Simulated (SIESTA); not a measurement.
Pd:

```xyz
1
Lattice="0.0000 1.9465 1.9465 1.9465 0.0000 1.9465 1.9465 1.9465 0.0000" Properties=species:S:1:pos:R:3 pbc="T T T"
Pd    0.0000    0.0000    0.0000
```

- Program: SIESTA 5.4.2
- Task: relaxation of cell and atoms
- Functional: PBE
- Potentials or basis: PseudoDojo 0.4 standard (PBE files)
- Basis: TZP (energy shift 0.003 Ry; two zetas on semicore shells)
- Grid cutoff: 800 Ry
- Energy shift: 0.003 Ry
- k mesh: 12 × 12 × 12
- Occupations: fermi-dirac, width 0.05 eV
- Spin: no spin polarisation

At the start: pressure 8.3 GPa; volume 14.75 Å³/atom.

How do energy, volume and symmetry change on relaxing?

Over 5 steps the energy falls by 15.9 meV/atom and the volume is 15.44 Å³/atom (+4.7 %); space group Fm-3m (No. 225, to 0.05 Å).

The path:
```tsv
step	energy change (eV)	largest force (eV/Å)	pressure (GPa)	volume (Å³)
1	0.0000	0.0000	8.34	14.75
2	-0.0013	0.0000	7.96	14.78
3	-0.0159	0.0000	0.68	15.38
4	-0.0158	0.0000	-0.22	15.45
5	-0.0159	0.0000	0.02	15.44
```

Final structure:
```yaml
crystal:
  lattice:
    - [0.00003, 1.97627, 1.97627]
    - [1.97627, 0.00003, 1.97627]
    - [1.97627, 1.97627, 0.00003]
  atoms:
    - { symbol: Pd, position: [0.00000, 0.00000, 0.00000] }
```

Caveat: the basis of atomic orbitals isn't converged, which shifts pressures, moduli and gaps.
